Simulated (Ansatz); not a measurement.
# Zn8Se7: the cost of one run

Program: Ansatz 0.2.0. Level of theory: DFT PBEsol, scalar-relativistic, plane waves, PAW. These are calculated values, not measurements.

3 further runs of the same task are left out: 3 set aside as unsound or not needed.

### Step 1. The structure to begin with

Symmetry: F-43m, No. 216, cubic system. Conventional cell: a = 11.266 Å, b = 11.266 Å, c = 11.266 Å, α = 90.00°, β = 90.00°, γ = 90.00°. Zn (site symmetry 3m) is surrounded by 3 Se at 2.44 Å. Around Zn (site symmetry 3m) lie 4 Se at 2.44 Å. Around Se (site symmetry 2mm) lie 4 Zn at 2.44 Å. Se (site symmetry -43m) has 4 Zn at 2.44 Å as nearest neighbours.

The input asks for a charge of +2 e on the cell.

Coordinates:

```cif
data_structure
_symmetry_space_group_name_H-M 'P 1'
_symmetry_Int_Tables_number 1
_cell_length_a 7.9665
_cell_length_b 7.9665
_cell_length_c 7.9665
_cell_angle_alpha 60.000
_cell_angle_beta 60.000
_cell_angle_gamma 60.000
_cell_volume 357.52
loop_
_atom_site_label
_atom_site_type_symbol
_atom_site_fract_x
_atom_site_fract_y
_atom_site_fract_z
_atom_site_occupancy
Zn1 Zn 0.50000 0.50000 0.00000 1
Zn2 Zn 0.50000 0.00000 0.00000 1
Zn3 Zn 0.00000 0.50000 0.00000 1
Zn4 Zn 0.00000 0.00000 0.00000 1
Zn5 Zn 0.50000 0.50000 0.50000 1
Zn6 Zn 0.50000 0.00000 0.50000 1
Zn7 Zn 0.00000 0.50000 0.50000 1
Zn8 Zn 0.00000 0.00000 0.50000 1
Se1 Se 0.37500 0.87500 0.37500 1
Se2 Se 0.87500 0.37500 0.37500 1
Se3 Se 0.87500 0.87500 0.37500 1
Se4 Se 0.37500 0.37500 0.87500 1
Se5 Se 0.37500 0.87500 0.87500 1
Se6 Se 0.87500 0.37500 0.87500 1
Se7 Se 0.87500 0.87500 0.87500 1
```

It is built from the cell relaxed beforehand with the same method (22.34 Å³/atom).

### Step 2. The vacancy and the jump

The supercell lacks one Se atom, at fractional position (0.375, 0.375, 0.375), and holds 15 atoms and a charge of +2 e on a uniform background. Atom 9 (Se), 3.98 Å away, is to jump into the empty site. The cell is fixed.

### Step 3. Relaxing around the vacancy

The input, input.yaml:

```yaml
crystal:
  lattice:
    - [5.633200458, 0.0, 5.633200458]
    - [5.633200458, 5.633200458, 0.0]
    - [0.0, 5.633200458, 5.633200458]
  atoms:
    - { symbol: Zn, position: [0.5, 0.5, 0.0] }
    - { symbol: Zn, position: [0.5, 0.0, 0.0] }
    - { symbol: Zn, position: [0.0, 0.5, 0.0] }
    - { symbol: Zn, position: [0.0, 0.0, 0.0] }
    - { symbol: Zn, position: [0.5, 0.5, 0.5] }
    - { symbol: Zn, position: [0.5, 0.0, 0.5] }
    - { symbol: Zn, position: [0.0, 0.5, 0.5] }
    - { symbol: Zn, position: [0.0, 0.0, 0.5] }
    - { symbol: Se, position: [0.375, 0.875, 0.375] }
    - { symbol: Se, position: [0.875, 0.375, 0.375] }
    - { symbol: Se, position: [0.875, 0.875, 0.375] }
    - { symbol: Se, position: [0.375, 0.375, 0.875] }
    - { symbol: Se, position: [0.375, 0.875, 0.875] }
    - { symbol: Se, position: [0.875, 0.375, 0.875] }
    - { symbol: Se, position: [0.875, 0.875, 0.875] }
total_charge: 2
basis:
  ecutwfc: 420
kpoints:
  mp_grid: { grid: [4, 4, 4] }
hamiltonian:
  xc: pbesol
scf:
  occupations: { method: gaussian, width: 0.05 }
output:
  forces: true
  stress: true
  eigenvalues: true
relax:
  adjacent_minimum: "off"
  f_tol: 0.02
  max_steps: 50
```

Launch:

```
ansatz run input.yaml --threads 4 --pin off --max-ram 9216MiB --backend cpu --events-out ev --progress --plain --runs-dir out
```

Q: Estimate wall time and peak memory on 4 threads of Intel Xeon Platinum 8488C (Sapphire Rapids), shared host.

About 46 s, with a peak of 1.3 GiB.
